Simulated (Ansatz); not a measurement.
NaI:

```xyz
2
Lattice="0.0000 3.2364 3.2364 3.2364 0.0000 3.2364 3.2364 3.2364 0.0000" Properties=species:S:1:pos:R:3 pbc="T T T"
I     3.2364    3.2364    3.2364
Na    0.0000    0.0000    0.0000
```

Base run:

```yaml
Program: Ansatz 0.2.0
Functional: PBEsol
Potentials_or_basis: all-electron LAPW, scalar-relativistic
Cutoff: 133 eV (chosen from the basis error)
Basis_error_allowed: 0.001 eV/atom
k_mesh: 7 × 7 × 7
Occupations: fermi-dirac, width 0.05 eV
Spin: no spin polarisation
```

Its results: band gap on the k mesh 3.51 eV, direct; pressure -0.5 GPa.

**Question.** The run is repeated on the same cell with these changes: functional from PBEsol to LDA. What comes out?

**Answer.** Band gap on the k mesh 3.33 eV, direct; pressure -1.6 GPa.

LDA binds more tightly than PBEsol, so the same cell stands under less pressure.

Caveats: spin-orbit coupling is left out, which moves the levels of the heavy elements.
